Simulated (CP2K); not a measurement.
The system is Ca.

```
CELL_PARAMETERS angstrom
3.95160 0.00000 0.00000
1.97580 3.42218 0.00000
1.97580 1.14073 3.22646
ATOMIC_POSITIONS crystal
Ca 0.00000 0.00000 0.00000
```

Base run:

* Program: CP2K 2026.2
* Functional: LDA
* Potentials or basis: POTENTIAL_UZH Ca GTH-PBE-q10; TZVP-MOLOPT-PBE-GTH basis
* Density cutoff: 9184 eV
* k mesh: 8 × 8 × 8
* Occupations: fermi-dirac, width 0.05 eV
* Spin: no spin polarisation

Its results: band gap on the k mesh none (metal or under the smearing width); pressure -1.9 GPa.

Task: The run is repeated on the same cell with these changes: functional from LDA to PBEsol. What comes out?

Result: Band gap on the k mesh none (metal or under the smearing width); pressure -1.0 GPa.

PBEsol binds less tightly than LDA, so the same cell stands under more pressure.

Caveats: the potentials were made for another functional, which shifts forces and pressure; the basis of atomic orbitals isn't converged, which shifts pressures, moduli and gaps.
